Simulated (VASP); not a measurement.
Write the native input for VASP 6.6.1 that does the following.

| Item | Value |
| --- | --- |
| Task | band structure |
| Functional | TB-mBJ |
| Potentials or basis | VASP PAW PBE potentials, release 64 (B, N) |
| Cutoff | 520 eV |
| k mesh | 12 × 12 × 12 |
| Occupations | gaussian, width 0.02 eV |
| Spin | no spin polarisation |
| Further INCAR settings | ALGO = Normal; EDIFF = 1e-06 |

The system is BN.

```
B N
1.0
     0.00000    1.80334    1.80334
     1.80334    0.00000    1.80334
     1.80334    1.80334    0.00000
B N
1 1
Direct
  0.00000 0.00000 0.00000
  0.25000 0.25000 0.25000
```

The cell is a database's computed one.

These files were run (other wordings do the same):

POSCAR

```
BN
1.0
    0.0000000000      1.8033400000      1.8033400000
    1.8033400000      0.0000000000      1.8033400000
    1.8033400000      1.8033400000      0.0000000000
B N
1 1
Direct
    0.0000000000      0.0000000000      0.0000000000
    0.2500000000      0.2500000000      0.2500000000
```

INCAR.step1

```
ALGO = Normal
EDIFF = 1E-5
ENCUT = 520
GGA = PE
ISIF = 2
ISMEAR = 0
LASPH = T
LCHARG = F
LREAL = F
LWAVE = T
NELM = 100
PREC = Accurate
SIGMA = 0.02
```

INCAR.step2

```
ALGO = Normal
EDIFF = 1E-6
ENCUT = 520
ISIF = 2
ISMEAR = 0
ISTART = 1
LASPH = T
LCHARG = F
LREAL = F
LWAVE = F
METAGGA = MBJ
NELM = 100
PREC = Accurate
SIGMA = 0.02
```

KPOINTS

```
k-points
0
Gamma
  12 12 12
```

KPOINTS_OPT

```
path GXWKGLUWLK,UX
10
line-mode
reciprocal
 0.0000000000  0.0000000000  0.0000000000  G
 0.5000000000  0.0000000000  0.5000000000  X

 0.5000000000  0.0000000000  0.5000000000  X
 0.5000000000  0.2500000000  0.7500000000  W

 0.5000000000  0.2500000000  0.7500000000  W
 0.3750000000  0.3750000000  0.7500000000  K

 0.3750000000  0.3750000000  0.7500000000  K
 0.0000000000  0.0000000000  0.0000000000  G

 0.0000000000  0.0000000000  0.0000000000  G
 0.5000000000  0.5000000000  0.5000000000  L

 0.5000000000  0.5000000000  0.5000000000  L
 0.6250000000  0.2500000000  0.6250000000  U

 0.6250000000  0.2500000000  0.6250000000  U
 0.5000000000  0.2500000000  0.7500000000  W

 0.5000000000  0.2500000000  0.7500000000  W
 0.5000000000  0.5000000000  0.5000000000  L

 0.5000000000  0.5000000000  0.5000000000  L
 0.3750000000  0.3750000000  0.7500000000  K

 0.6250000000  0.2500000000  0.6250000000  U
 0.5000000000  0.0000000000  0.5000000000  X
```

Potentials or basis: VASP PAW PBE potentials, release 64 (B, N).

Command:

```sh
$ cat potpaw_PBE.64/B/POTCAR potpaw_PBE.64/N/POTCAR > POTCAR
$ cp INCAR.step1 INCAR
$ mpirun -np 1 vasp_std > vasp.out
$ cp INCAR.step2 INCAR
$ mpirun -np 1 vasp_std > vasp.out
```

It gave:

| Property | Result |
| --- | --- |
| Band gap on the k mesh | 5.80 eV, indirect (least direct gap 10.33 eV) |
| Band gap along the path | 5.80 eV, indirect (least direct gap 10.33 eV) |

Wall time 42 s on 1 thread of Intel(R) Xeon(R) Platinum 8259CL CPU @ 2.50GHz (Skylake/Cascade Lake), with other jobs on the host, peak memory 0.13 GiB.
